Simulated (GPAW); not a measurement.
# BaZrO3 (Pm-3m) in GPAW: dielectric tensor with LDA

Aim: the dielectric tensor of BaZrO3 with LDA.

All numbers are computed with GPAW 26.7.0; they aren't measurements. Logs are shortened: lines on timing, memory, paths and dates and some standing lists are left out, and cuts for length are marked. The log counts tension as positive stress, the text compression.

### 1 The crystal as given

It takes space group Pm-3m (No. 221, cubic). Conventional cell: a = 4.191 Å, b = 4.191 Å, c = 4.191 Å, α = 90.00°, β = 90.00°, γ = 90.00°. Ba (site symmetry m-3m) has 12 O at 2.96 Å as nearest neighbours. Zr (site symmetry m-3m) has 6 O at 2.10 Å as nearest neighbours. O (site symmetry 4/mmm) has 2 Zr at 2.10 Å as nearest neighbours.

### 2 Dielectric tensor, LDA

Contents of run.py:

```python
import numpy as np
from ase import Atoms
from ase.dft.bandgap import bandgap
from ase.io import write
from gpaw import GPAW, PW
from gpaw.response.df import DielectricFunction

atoms = Atoms(['Ba', 'Zr', 'O', 'O', 'O'],
              cell=[[4.19134, 0.0, 0.0],
                    [0.0, 4.19134, 0.0],
                    [0.0, 0.0, 4.19134]],
              scaled_positions=[[0.0, 0.0, 0.0],
                                [0.5, 0.5, 0.5],
                                [0.5, 0.5, 0.0],
                                [0.5, 0.0, 0.5],
                                [0.0, 0.5, 0.5]],
              pbc=True)

calc = GPAW(mode=PW(600),
            xc='LDA',
            kpts={'size': (5, 5, 5), 'gamma': True},
            occupations={'name': 'fermi-dirac', 'width': 0.001},
            nbands=36,
            convergence={'density': 1e-06},
            maxiter=150,
            txt='gpaw.txt')
atoms.calc = calc
energy = atoms.get_potential_energy()
calc.write('gs.gpw')
write('result.traj', atoms)
print(f'Energy: {energy:.6f} eV')
print('Fermi level:', round(calc.get_fermi_level(), 4), 'eV')
print(f'Gap: {bandgap(calc)[0]:.4f} eV, direct: {bandgap(calc, direct=True)[0]:.4f} eV')

for size in [(9, 9, 9), (12, 12, 12)]:
    name = 'x'.join(str(n) for n in size)
    dense = calc.fixed_density(kpts={'size': size, 'gamma': True},
                               nbands=66, convergence={'bands': 60, 'eigenstates': 1e-7},
                               update_fermi_level=True, txt=f'dense-{name}.txt')
    dense.write(f'{name}.gpw', mode='all')
    df = DielectricFunction(f'{name}.gpw', frequencies=np.array([0.0]), hilbert=False, eta=0.001,
                            ecut=80, nbands=60, intraband=False, txt=f'df-{name}.txt')
    for xc in ['RPA', 'ALDA', 'LR0.3']:
        for direction in ['x', 'y', 'z', [0, 1, 1], [1, 0, 1], [1, 1, 0]]:
            e0, e = df.get_macroscopic_dielectric_constant(xc=xc, direction=direction)
            print(f'{name} {xc} {direction}: {e0:.4f} without, {e:.4f} with local fields')
```

Potentials or basis: the program's PAW data sets (release 1.2.1) made for this functional, pw.

Command:

```
$ OMP_NUM_THREADS=1 python run.py
```

gpaw.txt:

```text
__  _  _
 | _ |_)|_||  |
 |__||  | ||/\| - 26.7.0

Input parameters:
  mode=PW(ecut=600.0),
  convergence={'density': 1e-06},
  kpts=MonkhorstPack(size=(5, 5, 5), gamma=True),
  maxiter=150,
  nbands=36,
  occupations=Occupations(name='fermi-dirac', width=0.001),
  xc=XC(name='LDA')

Diagonalizing LCAO Hamiltonian
Converting LCAO to pw mode
    .---------.
   /|         |
  / |         |
 *  |         |
 | O|  Zr     |
 |  .---------.
 | /  OO     /
 |/         /
 Ba--------*

Atoms  # Å, Bohr magnetons
|   | symbol |        x |        y |        z |    initial magnetic moments |
|---|--------|----------|----------|----------|-----------------------------|
| 0 |     Ba | 0.000000 | 0.000000 | 0.000000 | ( 0.0000,  0.0000,  0.0000) |
| 1 |     Zr | 2.095670 | 2.095670 | 2.095670 | ( 0.0000,  0.0000,  0.0000) |
| 2 |      O | 2.095670 | 2.095670 | 0.000000 | ( 0.0000,  0.0000,  0.0000) |
| 3 |      O | 2.095670 | 0.000000 | 2.095670 | ( 0.0000,  0.0000,  0.0000) |
| 4 |      O | 0.000000 | 2.095670 | 2.095670 | ( 0.0000,  0.0000,  0.0000) |

Unit cell  # Å
| periodic |        x |        y |        z |  lengths |    angles |
|----------|----------|----------|----------|----------|-----------|
|      yes | 4.191340 | 0.000000 | 0.000000 | 4.191340 | 90.000000 |
|      yes | 0.000000 | 4.191340 | 0.000000 | 4.191340 | 90.000000 |
|      yes | 0.000000 | 0.000000 | 4.191340 | 4.191340 | 90.000000 |

Number of symmetries: 48
Symmetry operations  # r_c * U_cc + t_c -> r_c
|    | kind |            matrix            |
|----|------|------------------------------|
|  0 |  E   |  1, 0, 0,  0, 1, 0,  0, 0, 1 |
|  1 |  σ   |  1, 0, 0,  0, 1, 0,  0, 0,-1 |
|  2 |  σ   |  1, 0, 0,  0, 0, 1,  0, 1, 0 |
|  3 |  C4  |  1, 0, 0,  0, 0, 1,  0,-1, 0 |
|  4 |  C4  |  1, 0, 0,  0, 0,-1,  0, 1, 0 |
|  5 |  σ   |  1, 0, 0,  0, 0,-1,  0,-1, 0 |
|  6 |  σ   |  1, 0, 0,  0,-1, 0,  0, 0, 1 |
|  7 |  C2  |  1, 0, 0,  0,-1, 0,  0, 0,-1 |
|  8 |  σ   |  0, 1, 0,  1, 0, 0,  0, 0, 1 |
|  9 |  C2  |  0, 1, 0,  1, 0, 0,  0, 0,-1 |
| 10 |  C3  |  0, 1, 0,  0, 0, 1,  1, 0, 0 |
| 11 |  S6  |  0, 1, 0,  0, 0, 1, -1, 0, 0 |
| 12 |  S6  |  0, 1, 0,  0, 0,-1,  1, 0, 0 |
| 13 |  C3  |  0, 1, 0,  0, 0,-1, -1, 0, 0 |
| 14 |  C4  |  0, 1, 0, -1, 0, 0,  0, 0, 1 |
| 15 |  S4  |  0, 1, 0, -1, 0, 0,  0, 0,-1 |
| 16 |  C3  |  0, 0, 1,  1, 0, 0,  0, 1, 0 |
| 17 |  S6  |  0, 0, 1,  1, 0, 0,  0,-1, 0 |
| 18 |  σ   |  0, 0, 1,  0, 1, 0,  1, 0, 0 |
| 19 |  C4  |  0, 0, 1,  0, 1, 0, -1, 0, 0 |
| 20 |  C2  |  0, 0, 1,  0,-1, 0,  1, 0, 0 |
| 21 |  S4  |  0, 0, 1,  0,-1, 0, -1, 0, 0 |
| 22 |  S6  |  0, 0, 1, -1, 0, 0,  0, 1, 0 |
| 23 |  C3  |  0, 0, 1, -1, 0, 0,  0,-1, 0 |
| 24 |  S6  |  0, 0,-1,  1, 0, 0,  0, 1, 0 |
| 25 |  C3  |  0, 0,-1,  1, 0, 0,  0,-1, 0 |
| 26 |  C4  |  0, 0,-1,  0, 1, 0,  1, 0, 0 |
| 27 |  σ   |  0, 0,-1,  0, 1, 0, -1, 0, 0 |
| 28 |  S4  |  0, 0,-1,  0,-1, 0,  1, 0, 0 |
| 29 |  C2  |  0, 0,-1,  0,-1, 0, -1, 0, 0 |
| 30 |  C3  |  0, 0,-1, -1, 0, 0,  0, 1, 0 |
| 31 |  S6  |  0, 0,-1, -1, 0, 0,  0,-1, 0 |
| 32 |  C4  |  0,-1, 0,  1, 0, 0,  0, 0, 1 |
| 33 |  S4  |  0,-1, 0,  1, 0, 0,  0, 0,-1 |
| 34 |  S6  |  0,-1, 0,  0, 0, 1,  1, 0, 0 |
| 35 |  C3  |  0,-1, 0,  0, 0, 1, -1, 0, 0 |
| 36 |  C3  |  0,-1, 0,  0, 0,-1,  1, 0, 0 |
| 37 |  S6  |  0,-1, 0,  0, 0,-1, -1, 0, 0 |
| 38 |  σ   |  0,-1, 0, -1, 0, 0,  0, 0, 1 |
| 39 |  C2  |  0,-1, 0, -1, 0, 0,  0, 0,-1 |
| 40 |  σ   | -1, 0, 0,  0, 1, 0,  0, 0, 1 |
| 41 |  C2  | -1, 0, 0,  0, 1, 0,  0, 0,-1 |
| 42 |  C2  | -1, 0, 0,  0, 0, 1,  0, 1, 0 |
| 43 |  S4  | -1, 0, 0,  0, 0, 1,  0,-1, 0 |
| 44 |  S4  | -1, 0, 0,  0, 0,-1,  0, 1, 0 |
| 45 |  C2  | -1, 0, 0,  0, 0,-1,  0,-1, 0 |
| 46 |  C2  | -1, 0, 0,  0,-1, 0,  0, 0, 1 |
| 47 |  i   | -1, 0, 0,  0,-1, 0,  0, 0,-1 |

BZ-sampling:
  Number of BZ points: 125
  Number of IBZ points: 10

  Monkhorst-Pack size: [5, 5, 5]
  Monkhorst-Pack shift: [0, 0, 0]

K-points  # in reciprocal-cell coordinates
|   |                                coordinates |     weight |
|---|--------------------------------------------|------------|
| 0 | (  0.00000000,   0.00000000,   0.00000000) | 0.00800000 |
| 1 | (  0.20000000,   0.00000000,   0.00000000) | 0.04800000 |
| 2 | (  0.20000000,   0.20000000,   0.00000000) | 0.09600000 |
| 3 | (  0.20000000,   0.20000000,   0.20000000) | 0.06400000 |
| 4 | (  0.40000000,   0.00000000,   0.00000000) | 0.04800000 |
| 5 | (  0.40000000,   0.20000000,   0.00000000) | 0.19200000 |
| 6 | (  0.40000000,   0.20000000,   0.20000000) | 0.19200000 |
| 7 | (  0.40000000,   0.40000000,   0.00000000) | 0.09600000 |
| 8 | (  0.40000000,   0.40000000,   0.20000000) | 0.19200000 |
| 9 | (  0.40000000,   0.40000000,   0.40000000) | 0.06400000 |

Plane wave coefficients: 2517
Cutoff: 600.0 eV

Spin-components: 1 (collinear spins)
Bands:           36
Projectors:      27
Spin-degeneracy: 2
Datatype:        complex128

Parallelization:
  kpt:    1
  domain: 1
  band:   1

Density:
  Valence electrons: 40.0
  Components: 1
  Grid points: [24 24 24]
  Charge: 0.0  # |e|

Potential:
  Grid points: [24 24 24]

species:
  Ba:
    name:    Barium
    Z:       56.0
    valence: 10
    core:    46
    charge:  0.0  # [|e|]
    compensation charges:
      type: gauss
      rc: 0.37  # [Å]
      lmax: 2
    cutoffs:
      filter: 2.06  # [Å]
      core: 2.33  # [Å]
    projectors
    | kind |    occ | energy [eV] | rcut [Å] |
    |------|--------|-------------|----------|
    |   5s |  2.000 |     -33.774 |    1.164 |
    |   6s |  2.000 |      -3.346 |    1.164 |
    |   5p |  6.000 |     -18.813 |    1.164 |
    |    p |        |       0.000 |    1.164 |
    |    d |        |       0.000 |    1.164 |
    |    d |        |      27.211 |    1.164 |

    Using partial waves for Ba as LCAO basis

  Zr:
    name:    Zirconium
    Z:       40.0
    valence: 12
    core:    28
    charge:  0.0  # [|e|]
    compensation charges:
      type: gauss
      rc: 0.40  # [Å]
      lmax: 2
    cutoffs:
      filter: 2.39  # [Å]
      core: 1.59  # [Å]
    projectors
    | kind |    occ | energy [eV] | rcut [Å] |
    |------|--------|-------------|----------|
    |   4s |  2.000 |     -54.491 |    1.323 |
    |   5s |  2.000 |      -4.587 |    1.323 |
    |   4p |  6.000 |     -32.510 |    1.334 |
    |   5p |  0.000 |      -1.548 |    1.334 |
    |   4d |  2.000 |      -3.736 |    1.244 |
    |    d |        |      23.475 |    1.244 |

    Using partial waves for Zr as LCAO basis

  O:
    name:    Oxygen
    Z:       8.0
    valence: 6
    core:    2
    charge:  0.0  # [|e|]
    compensation charges:
      type: gauss
      rc: 0.21  # [Å]
      lmax: 2
    cutoffs:
      filter: 1.17  # [Å]
      core: 0.83  # [Å]
    projectors
    | kind |    occ | energy [eV] | rcut [Å] |
    |------|--------|-------------|----------|
    |   2s |  2.000 |     -23.752 |    0.688 |
    |   2p |  4.000 |      -9.195 |    0.598 |
    |    s |        |       3.459 |    0.688 |
    |    p |        |      18.016 |    0.598 |
    |    d |        |       0.000 |    0.619 |

    Using partial waves for O as LCAO basis

Reference energy: -324978.060453  # eV

eigensolver:
  PPCG
  Converge bands: occupied
  niter=2

density mixing:
  MSR1-Mixer
  Pratt-step length: 0.05
  Maximum mixing coefficient: 0.75
  Old densities: 10
  SVD Regularization: 0.005
  Good broyden scale: 1.0
  Trust region scale: 1.0
  Backstep threshold: 4.0
  History deletion threshold: 6.0
  Fourier metric: weight=20.0, sigma=0.015

occupation numbers:
  Fermi-Dirac:
    width: 0.0010  # eV

poisson solver:
  ecut: 4800.0  # eV

xc functional:
  name: None

convergence criteria:
- Maximum integral of absolute [dens]ity change: 1e-06 electrons / valence electron
- Maximum [total energy] change in last 3 cyles: 0.0005 eV / valence electron
- Maximum integral of absolute [eigenst]ate change: 4e-08 eV^2 / valence electron
maximum number of iterations: 150

SCF iterations
|iter     | |      energy | eigst |  dens |
|---------|-|-------------|-------|-------|
|iter:   1| |  -49.739904 | +0.20 |       |
|iter:   2| |  -48.464990 | -1.32 | -0.88 |
|iter:   3| |  -45.336732 | -0.92 | -0.95 |
|iter:   4| |  -45.283506 | -2.85 | -1.51 |
|iter:   5| |  -45.264393 | -3.27 | -1.73 |
|iter:   6| |  -45.264384c| -4.73 | -2.62 |
|iter:   7| |  -45.264389c| -5.85 | -3.18 |
|iter:   8| |  -45.264389c| -7.32 | -3.92 |
|iter:   9| |  -45.264389c| -7.89c| -4.72 |
|iter:  10| |  -45.264389c| -8.25c| -5.36 |
|iter:  11| |  -45.264389c| -9.47c| -6.21c|

Converged in 11 steps
Energy contributions relative to reference atoms: (reference = -324978.060453)

Energy contributions:
  Kinetic:          33.534359
  Coulomb:         -37.072067
  Zero:              0.517763
  External:          0.000000
  Xc:              -42.244444
  Entropy:          -0.000000
  Spinorbit:         0.000000
  ----------------------------
  Free energy:     -45.264389
  Extrapolated:    -45.264389

dipole moment: (-37.024962, -37.024962, -37.024962)  # |e|*Ang

Fermi level: 7.674
Eigenvalues  # (at kpt = [0.000, 0.000, 0.000])
| band index |      eig [eV] | occ [0-2] |
|------------|---------------|-----------|
|          0 |       -39.975 |     2.000 |
|        ... |               |           |
|         12 |         5.375 |     2.000 |
|         13 |         5.375 |     2.000 |
|         14 |         5.826 |     2.000 |
|         15 |         5.826 |     2.000 |
|         16 |         5.826 |     2.000 |
|         17 |         6.615 |     2.000 |
[... 8 lines left out ...]
|         26 |        14.330 |     0.000 |
|         27 |        14.330 |     0.000 |
|        ... |               |           |
|         35 |        23.947 |     0.000 |

Gap: 3.197 eV
Transition (v -> c):
  (s=0, k=9, n=19, [0.40, 0.40, 0.40]) -> (s=0, k=0, n=20, [0.00, 0.00, 0.00])
Direct/indirect transitions are different
Direct gap: 3.312 eV
Transition at: (s=0, k=0, n=19, [0.00, 0.00, 0.00])
# Writing to gs.gpw (mode='')
```

Wall time 11 min (1 thread of Arm Neoverse V1, shared host); peak memory 1.9 GiB.

What came out:

- Free energy: -45.2644 eV
- Band gap on the k mesh: 3.20 eV, indirect (least direct gap 3.31 eV)
- Electronic dielectric tensor (diagonal): 4.66

Electronic dielectric tensor:
```
4.66 0.00 0.00
0.00 4.66 0.00
0.00 0.00 4.66
```

Caveat: the long-wavelength limit can be off by several per cent where d states take part; spin-orbit coupling is left out, which moves the levels of the heavy elements. As with any semilocal functional, this LDA gap is likely too small.
